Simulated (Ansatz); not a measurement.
# Ta2O5 (Pmmm): converging the G0W0 gap

How do accuracy and time trade against each other in G0W0 on Ta2O5 (Pmmm)?

Method: G0W0 on PBE, plane waves, PAW, in Ansatz 0.2.0.

Report form: the programs' logs are mostly left out.

**1. Starting point**

The structure is orthorhombic, space group Pmmm (No. 47). Conventional cell: a = 3.677 Å, b = 3.897 Å, c = 6.217 Å, α = 90.00°, β = 90.00°, γ = 90.00°. Nearest to Ta lie 6 O at 1.95 to 2.16 Å. Nearest to Ta lie 6 O at 1.84 to 1.98 Å. Nearest to O lie 3 Ta at 1.98 to 2.16 Å. O has 2 Ta at 1.95 Å nearest. O has 2 Ta at 1.84 Å nearest. O has 2 Ta at 1.95 Å nearest. Farther neighbours and most contacts between anions are not listed.

The cell and positions come from the Crystallography Open Database and are kept as given unless a step says otherwise. Spin-orbit coupling is left out unless a step names it. The default PAW set here is soft_2. Its files were made with PBE.

**2. 94 empty bands, screening to 60 eV**

Now the one-shot GW correction: screening in the RPA, then the self-energy of the levels asked for.

Input file input.yaml:

```yaml
crystal:
  lattice:
    - [3.677, 0.0, 0.0]
    - [0.0, 3.897, 0.0]
    - [0.0, 0.0, 6.217]
  atoms:
    - { symbol: Ta, position: [0.5, 0.0, 0.5] }
    - { symbol: Ta, position: [0.0, 0.0, 0.0] }
    - { symbol: O, position: [0.0, 0.0, 0.319] }
    - { symbol: O, position: [0.0, 0.0, 0.681] }
    - { symbol: O, position: [0.5, 0.5, 0.5] }
    - { symbol: O, position: [0.5, 0.0, 0.0] }
    - { symbol: O, position: [0.0, 0.5, 0.0] }
kpoints:
  mp_grid: { grid: [4, 4, 4] }
hamiltonian:
  xc: pbe
scf:
  occupations: { method: fixed }
gw:
  n_empty_bands: 94
  ecut_chi: 60
  qp_bands: [v2, c2]
  qp_kpoints: band_edges
  screening: { model: contour_deformation }
```

Launch:

```console
ansatz run input.yaml --threads 3 --pin off --max-ram 64512MiB --backend cuda --events-out ev --progress --plain --runs-dir out --devices 1 --max-vram 24GiB  # rebuilt from the run's record
```

Wall time 7.3 s (1 × NVIDIA H100 80GB HBM3 (shared by 3 runs) with 3 threads of AMD EPYC 7R13 (Zen 3), shared host); peak memory 1.2 GiB.

Numbers from this step:

* bands summed: 122
* RPA ε∞ on this mesh (eigenvalues): 5.605, 6.919, 9.862
* plane waves in the screening matrix: 103
* q-points in the mesh: 64
* G0W0 gap on the mesh: 1.054 eV
* k of the valence top: -0.5, -0.5, -0.5
* k of the conduction bottom: -0.5, 0, 0
* starting gap on the mesh: 0.1898 eV
* Z at the valence top: 0.7122
* Z at the conduction bottom: 0.7619
* least direct G0W0 gap on the computed points: 1.244 eV

The gap on the mesh goes from 0.19 eV to 1.05 eV, a correction of +0.86 eV. Between the two edge states, bare exchange in place of the xc potential would open the gap by 10.45 eV, and correlation takes back 9.59 eV.

**3. 265 empty bands, screening to 120 eV**

Bands and screening cutoff are moved together, since each hides the error of the other.

Changes to input.yaml since step 2:

```diff
@@ -20,4 +20,4 @@
 gw:
-  n_empty_bands: 94
-  ecut_chi: 60
+  n_empty_bands: 265
+  ecut_chi: 120
   qp_bands: [v2, c2]
```

Elapsed: 13 s, on 1 × NVIDIA H100 80GB HBM3 (shared by 3 runs) with 3 threads; peak memory 1.7 GiB.

This step gave:

```yaml
bands_summed: 293
rpa_eps_infinity_on_this_mesh_eigenvalues: 5.558, 6.814, 9.781
plane_waves_in_the_screening_matrix: 287
q_points_in_the_mesh: 64
g0w0_gap_on_the_mesh: 1.013 eV
k_of_the_valence_top: -0.5, -0.5, -0.5
k_of_the_conduction_bottom: -0.5, 0, 0
starting_gap_on_the_mesh: 0.1898 eV
z_at_the_valence_top: 0.7037
z_at_the_conduction_bottom: 0.7564
least_direct_g0w0_gap_on_the_computed_points: 1.226 eV
```

Against the run with 4×4×4 mesh, 94 empty bands, screening to 60 eV, the gap moves by −0.04 eV.

**4. 572 empty bands, screening to 200 eV**

Changes to input.yaml since step 3:

```diff
@@ -20,4 +20,4 @@
 gw:
-  n_empty_bands: 265
-  ecut_chi: 120
+  n_empty_bands: 572
+  ecut_chi: 200.0
   qp_bands: [v2, c2]
```

The job ended after 34 s (1 × NVIDIA H100 80GB HBM3 (shared by 3 runs) with 3 threads; peak memory 3.1 GiB; 60 s of CPU time).

This step gave:

```yaml
bands_summed: 600
rpa_eps_infinity_on_this_mesh_eigenvalues: 5.541, 6.794, 9.766
plane_waves_in_the_screening_matrix: 575
g0w0_gap_on_the_mesh: 1.144 eV
k_of_the_valence_top: -0.5, -0.5, -0.5
k_of_the_conduction_bottom: -0.5, 0, 0
starting_gap_on_the_mesh: 0.1898 eV
least_direct_g0w0_gap_on_the_computed_points: 1.361 eV
```

Against the run with 4×4×4 mesh, 265 empty bands, screening to 120 eV, the gap moves by +0.13 eV.

**5. Changing the k mesh: 4×4×2 mesh, 265 empty bands, screening to 120 eV**

Only the mesh changes. It samples the long-range screening, which converges on its own terms. Bands and cutoff differ from the step before, so it is read against an earlier run that matches them.

Changes to input.yaml since step 4:

```diff
@@ -14,3 +14,3 @@
 kpoints:
-  mp_grid: { grid: [4, 4, 4] }
+  mp_grid: { grid: [4, 4, 2] }
 hamiltonian:
@@ -20,4 +20,4 @@
 gw:
-  n_empty_bands: 572
-  ecut_chi: 200.0
+  n_empty_bands: 265
+  ecut_chi: 120
   qp_bands: [v2, c2]
```

It took 13 s on 1 × NVIDIA H100 80GB HBM3 (shared by 3 runs) with 3 threads; peak memory 1.5 GiB; 20 s of CPU time.

Numbers from this step:

* bands summed: 293
* RPA ε∞ on this mesh (eigenvalues): 6.440, 7.061, 10.39
* plane waves in the screening matrix: 287
* G0W0 gap on the mesh: 0.9728 eV
* k of the valence top: -0.5, -0.5, -0.5
* k of the conduction bottom: -0.5, 0, 0
* starting gap on the mesh: 0.1835 eV
* least direct G0W0 gap on the computed points: 1.194 eV

Against the run with 4×4×4 mesh, 265 empty bands, screening to 120 eV, the gap moves by −0.04 eV.

**6. Changing the frequency model: 4×4×4 mesh, 572 empty bands, screening to 200 eV, plasmon pole**

A plasmon pole stands in for the full frequency dependence of the screening; this run shows what that costs in accuracy. Bands and cutoff differ from the step before, so it is read against an earlier run that matches them.

input.yaml, the sections that differ from step 5:

```yaml
kpoints:
  mp_grid: { grid: [4, 4, 4] }
gw:
  n_empty_bands: 572
  ecut_chi: 200.0
  qp_bands: [v2, c2]
  qp_kpoints: band_edges
  screening: { model: godby_needs }
# crystal, hamiltonian, scf: as in step 5
```

Run time: 40 s. Hardware: 1 × NVIDIA H100 80GB HBM3 (shared by 3 runs) with 3 threads; peak memory 3.3 GiB.

This step gave:

| Property | Result |
| --- | --- |
| bands summed | 600 |
| plasmon-pole fit frequency | 29.44 eV |
| RPA ε∞ on this mesh (eigenvalues) | 5.541, 6.794, 9.766 |
| plane waves in the screening matrix | 575 |
| G0W0 gap on the mesh | 1.015 eV |
| k of the valence top | -0.5, -0.5, -0.5 |
| k of the conduction bottom | -0.5, 0, 0 |
| starting gap on the mesh | 0.1898 eV |
| least direct G0W0 gap on the computed points | 1.270 eV |

Against the run with 4×4×4 mesh, 572 empty bands, screening to 200 eV, the gap moves by −0.13 eV.

**7. Changing the files and raising the bands: 4×4×4 mesh, 848 empty bands, screening to 260 eV, hard PAW files**

Other atomic data (hard PAW) test the pseudisation: the cutoff goes from 420 to 930 eV and the valence electrons from 56 to 84, which opens shells that were frozen. Bands and screening cutoff change too, so the step is no clean test of the files.

Changes to input.yaml since step 6:

```diff
@@ -17,2 +17,3 @@
   xc: pbe
+  pseudopotentials: { kind: paw, source: ansatz }
 scf:
@@ -20,6 +21,6 @@
 gw:
-  n_empty_bands: 572
-  ecut_chi: 200.0
+  n_empty_bands: 848
+  ecut_chi: 260.0
   qp_bands: [v2, c2]
   qp_kpoints: band_edges
-  screening: { model: godby_needs }
+  screening: { model: contour_deformation }
```

Elapsed: 3.2 min, on 1 × NVIDIA H100 80GB HBM3 (shared by 3 runs) with 3 threads; peak memory 6.8 GiB; 5.9 min of CPU time.

This step gave:

```yaml
bands_summed: 890
rpa_eps_infinity_on_this_mesh_eigenvalues: 5.539, 6.809, 9.673
plane_waves_in_the_screening_matrix: 835
g0w0_gap_on_the_mesh: 1.204 eV
k_of_the_valence_top: -0.5, -0.5, -0.5
k_of_the_conduction_bottom: -0.5, 0, 0
starting_gap_on_the_mesh: 0.2079 eV
least_direct_g0w0_gap_on_the_computed_points: 1.428 eV
```

Against the run with 4×4×4 mesh, 572 empty bands, screening to 200 eV, the gap moves by +0.06 eV.

**8. Side by side**

Times are wall times on 1 × NVIDIA H100 80GB HBM3 (shared by 3 runs) with 3 threads of AMD EPYC 7R13 (Zen 3), shared host, good to a factor of about two.

```
 mesh        files            frequency  bands summed  cutoff (eV)  start (eV)  G0W0 (eV)     time  host memory (GiB)
4×4×4  default PAW  contour deformation           122           60       0.190      1.054    7.3 s                1.2
4×4×4  default PAW  contour deformation           293          120       0.190      1.013     13 s                1.7
4×4×4  default PAW  contour deformation           600          200       0.190      1.144     34 s                3.1
4×4×2  default PAW  contour deformation           293          120       0.184      0.973     13 s                1.5
4×4×4  default PAW         plasmon pole           600          200       0.190      1.015     40 s                3.3
4×4×4     hard PAW  contour deformation           890          260       0.208      1.204  3.2 min                6.8
```

How the two edges are built up, in eV (the quasiparticle level is the starting level plus Σx plus Σc less Vxc):

```
      run               edge  start      Σx     Σc     Vxc     Z     QP
122 bands        valence top   9.27  -26.51   5.21  -21.25  0.71   9.22
122 bands  conduction bottom   9.46  -12.91  -4.38  -18.11  0.76  10.28
293 bands        valence top   9.27  -26.51   4.95  -21.25  0.70   8.97
293 bands  conduction bottom   9.46  -12.91  -4.68  -18.11  0.76   9.98
600 bands        valence top   9.27  -26.51   4.70  -21.25  0.70   8.72
600 bands  conduction bottom   9.46  -12.91  -4.80  -18.11  0.75   9.86
```

**9. Results**

```
122 bands, 60 eV  : 1.054 eV
293 bands, 120 eV : 1.013 eV
600 bands, 200 eV : 1.144 eV
mesh and start    : 4×4×4, PBE
```

In words: From 122 to 600 bands the gap moves by +0.09 eV while the time grows 4.6-fold. Σc changes by −0.51 eV at the valence top and −0.42 eV at the conduction bottom, so the levels themselves move more than the gap between them. The gap turns back along the series, so no limit is drawn from it. On the 4×4×2 mesh in place of 4×4×4 the gap differs by −0.04 eV, of which −0.01 eV is already in the start. The plasmon-pole model gives −0.13 eV against contour deformation, 13 % of the correction (the least direct gap moves by −0.09 eV), and saved no time in this program. With hard PAW files and 890 bands the gap is 1.20 eV. The 4×4×4 mesh is coarse for this cell (its supercell is 15 Å along the shortest edge). The RPA ε∞ on it, from the PBE start, is 5.54, 6.79 and 9.77; such meshes misread the long-range screening, most where the gap is narrow. The many-body steps are scalar-relativistic: spin-orbit coupling is not in them.

[Paths, hosts, dates, memory and timing lines, banners, echoed tables and standing remarks are left out of the program output.]

[Logs are printed without paths, hosts, clocks, repeated set-up lines and the standing remarks that a program may print on its own settings, such as how far it seeks lower states.]

[Runs of the session that timed out or met a known fault of the program may be left out.]

[Cells called generated may have been cut or substituted from an entry of the Crystallography Open Database or the Materials Project.]

[Hosts, paths, dates, database ids (printed as entryN), source tags and the programs' standing remarks are cut or masked in the printed files.]
